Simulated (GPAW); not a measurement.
Crystal: SnSe.

```
Sn Se
1.0
     0.00000    3.01000    3.01000
     3.01000    0.00000    3.01000
     3.01000    3.01000    0.00000
Sn Se
1 1
Direct
  0.00000 0.00000 0.00000
  0.50000 0.50000 0.50000
```

Measurements of this composition are mostly on another form, of space group No. 62.

Program: GPAW 26.7.0. Alike in all runs: potentials or basis GPAW PAW data sets (gpaw-data 1.2.1), pw; cell as given; cutoff (eV) 600. Hardware: 1 thread of Arm Neoverse V2 (shared host).

Task: Order these runs on this cell by their wall time, lowest first.
A. task single point; level PBE; spin off; k mesh 8 × 8 × 8; smearing gaussian 0.021 eV
B. task band structure; level PBE+D3(BJ); spin off; k mesh 8 × 8 × 8; smearing fermi-dirac 0.1 eV; band path GXWKGLUWLK,UX; band points 60
C. task band structure; level r2SCAN; spin SOC, no magnetisation; k mesh 6 × 6 × 6; smearing fermi-dirac 0.05 eV; band path GXWKGLUWLK,UX; band points 100; spin axis theta (degrees) 0; spin axis phi (degrees) 0

Result: A (14 s), B (38 s), C (150 s).

Caveats: spin-orbit coupling was added after a scalar SCF, so levels and gaps hold it while energy, forces, pressure and moments don't (some runs).
